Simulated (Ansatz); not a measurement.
Y: from a trial structure to a relaxed crystal

Computed with Ansatz, DFT PBE, scalar-relativistic, plane waves, PAW. Cutoff 420 eV, Γ-centred k mesh, Gaussian smearing, no spin polarisation in the final step.

The start puts Y on the sites of a reported Ga cell (Cmcm, No. 63), at a guessed volume.

```
Y
1.0
     1.78142   -4.99412    0.00000
     1.78142    4.99412    0.00000
     0.00000    0.00000    3.89455
Y
2
Direct
  0.86700 0.13300 0.25000
  0.13300 0.86700 0.75000
```

Cell and atoms relax at zero pressure; the relaxation can't lower the symmetry of the start. After a coarse first stage the cell is made exact in the group found at 0.06 Å.

Energies count from the standard state of Y at the same level.

(1) Describe the relaxed structure.

(2) What are its volume, energy, density and gap?

Answers

(1) It keeps Cmcm (No. 63). Conventional cell: a = 3.474 Å, b = 11.144 Å, c = 3.494 Å. Y has 10 Y at 3.47–3.52 Å.

```cif
data_structure
_symmetry_space_group_name_H-M 'Cmcm'
_symmetry_Int_Tables_number 63
_cell_length_a 3.4741
_cell_length_b 11.1444
_cell_length_c 3.4936
_cell_angle_alpha 90.000
_cell_angle_beta 90.000
_cell_angle_gamma 90.000
_cell_volume 135.26
loop_
_atom_site_label
_atom_site_type_symbol
_atom_site_symmetry_multiplicity
_atom_site_Wyckoff_symbol
_atom_site_fract_x
_atom_site_fract_y
_atom_site_fract_z
_atom_site_occupancy
Y1 Y 4 c 0.50000 0.63702 0.75000 1
```

(2) The volume per atom is 33.82 Å³. The density is 4.37 g/cm³. The energy over the standard structure is 0.22 eV/atom. The gap on the 16×16×16 mesh is 0 eV (a metal).

The final run used a 16×16×16 mesh on its 2-atom cell and 0.10 eV smearing. For metals, differences of a few meV/atom aren't resolved. A structure relaxed within its symmetry needn't be a true minimum.